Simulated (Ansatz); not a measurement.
# SrTiO3: the cost of one run

Method: DFT, PBEsol, plane-wave PAW, default files, scalar-relativistic, in Ansatz 0.2.0.

## 1. The structure to begin with

The structure is cubic, space group Pm-3m (No. 221). The conventional cell has a = 3.905 Å, b = 3.905 Å, c = 3.905 Å, α = 90.00°, β = 90.00°, γ = 90.00°. Around Sr (site symmetry m-3m) lie 12 O at 2.76 Å. Ti (site symmetry m-3m) has 6 O at 1.95 Å as nearest neighbours. O (site symmetry 4/mmm) is surrounded by 2 Ti at 1.95 Å and 4 Sr at 2.76 Å.

Structure file:

```cif
data_structure
_symmetry_space_group_name_H-M 'Pm-3m'
_symmetry_Int_Tables_number 221
_cell_length_a 3.9050
_cell_length_b 3.9050
_cell_length_c 3.9050
_cell_angle_alpha 90.000
_cell_angle_beta 90.000
_cell_angle_gamma 90.000
_cell_volume 59.55
loop_
_atom_site_label
_atom_site_type_symbol
_atom_site_symmetry_multiplicity
_atom_site_Wyckoff_symbol
_atom_site_fract_x
_atom_site_fract_y
_atom_site_fract_z
_atom_site_occupancy
Sr1 Sr 1 a 0.00000 0.00000 0.00000 1
Ti1 Ti 1 b 0.50000 0.50000 0.50000 1
O1 O 3 c 0.00000 0.50000 0.50000 1
```

The earlier run gave: gap on the mesh 1.89 eV, largest force 0.000 eV/Å, pressure 4.3 GPa.

The printed gradients, by site:

| site | atoms | first shell | V_zz (10²¹ V/m²) | η | C_Q (MHz) |
| --- | --- | --- | --- | --- | --- |
| Sr | 1 | 12 O at 2.76 Å | 0.00 | – | 0 (⁸⁷Sr) |
| Ti | 2 | 6 O at 1.95 Å | 0.00 | – | 0 (⁴⁹Ti) |
| O | 3, 4, 5 | 2 Ti at 1.95 Å, angle 180°; also 4 Sr at 2.76 Å | 1.30 | 0.00 | -0.803 (¹⁷O) |

Conventions: |V_zz| ≥ |V_yy| ≥ |V_xx|, η = (V_xx − V_yy)/V_zz, C_Q = eQV_zz/h. Q values from Pyykkö, Mol. Phys. 116, 1328 (2018).

## 2. Functional PBEsol at the relaxed positions

Input file input.yaml:

```yaml
crystal:
  lattice:
    - [3.905, 0.0, 0.0]
    - [0.0, 3.905, 0.0]
    - [0.0, 0.0, 3.905]
  atoms:
    - { symbol: Sr, position: [0.0, 0.0, 0.0] }
    - { symbol: Ti, position: [0.5, 0.5, 0.5] }
    - { symbol: O, position: [0.0, 0.5, 0.5] }
    - { symbol: O, position: [0.5, 0.0, 0.5] }
    - { symbol: O, position: [0.5, 0.5, 0.0] }
kpoints:
  mp_grid: { grid: [8, 8, 8] }
scf:
  occupations: { method: fermi_dirac, width: 0.02 }
hamiltonian:
  xc: pbesol
  pseudopotentials: { kind: paw }
output:
  forces: true
  stress: true
  populations: true
  efg:
    quadrupole_moments_barn: { Sr: 0.305, Ti: 0.247, O: -0.02558 }
    contact_densities: true
```

Command:

```sh
$ ansatz run input.yaml --threads 1 --pin off --max-ram 3072MiB --backend cpu --events-out ev --progress --plain --runs-dir out
```

What time and memory should one allow on 1 thread of Intel Xeon 6975P-C (Granite Rapids), shared host?

About 3.1 s, with a peak of 0.49 GiB.
